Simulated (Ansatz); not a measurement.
**CuCl: a single-point run**

Wanted: a converged single-point run for CuCl, and a check of what comes out. The structure is shown as the input types it.

Program: Ansatz 0.2.0. Level of theory: density functional or hybrid calculation with the settings of its input, plane waves (as first typed). These are calculated values, not measurements.

2 further runs of the same task are left out: 2 that didn't finish.

## 1. The starting structure

The structure is cubic, space group F-43m (No. 216). Conventional cell: a = 5.358 Å, b = 5.358 Å, c = 5.358 Å, α = 90.00°, β = 90.00°, γ = 90.00°. Cu (site symmetry -43m) is surrounded by 4 Cl at 2.32 Å. Around Cl (site symmetry -43m) lie 4 Cu at 2.32 Å.

The input asks for a charge of +2 e on the cell.

As a file:

```cif
data_structure
_symmetry_space_group_name_H-M 'P 1'
_symmetry_Int_Tables_number 1
_cell_length_a 3.7883
_cell_length_b 3.7883
_cell_length_c 3.7883
_cell_angle_alpha 60.000
_cell_angle_beta 60.000
_cell_angle_gamma 60.000
_cell_volume 38.44
loop_
_atom_site_label
_atom_site_type_symbol
_atom_site_fract_x
_atom_site_fract_y
_atom_site_fract_z
_atom_site_occupancy
Cu1 Cu 0.00000 0.00000 0.00000 1
Cl1 Cl 0.25000 0.25000 0.25000 1
```

## 2. Input and run

input.yaml

```yaml
crystal:
  lattice:
    - [0.0, 2.6787561836, 2.6787561836]
    - [2.6787561836, 0.0, 2.6787561836]
    - [2.6787561836, 2.6787561836, 0.0]
  atoms:
    - { symbol: Cu, position: [0.0, 0.0, 0.0] }
    - { symbol: Cl, position: [0.25, 0.25, 0.25] }
kpoints:
  mp_grid: { grid: [6, 6, 6] }
hamiltonian:
  xc: pbe
scf:
  occupations: { method: fixed }
  n_extra_bands: 4
  max_iter: 72
output:
  forces: true
  stress: true
  eigenvalues: true
total_charge: 2
```

Started as:

```sh
> ansatz run input.yaml --threads 4 --pin off --max-ram 3686MiB --backend cpu --events-out ev --progress --plain --runs-dir out
```

Q: Will this input give a usable result? If not, why, and what should change?

The program finished normally, with warnings (band overlap at count, metallic iterate, unresolved pair at count). Its log warns: «a fill by count may have filled part of one level: at k-index 9 the highest filled band, 3.862523 eV, and the lowest empty band, 3.862523 eV, stand 7.550e-15 eV apart ...»

The suspect setting: total_charge is 2. The typed charge changes the electron count, so this is no longer the system that was meant.

The test: delete total_charge (the default then holds).
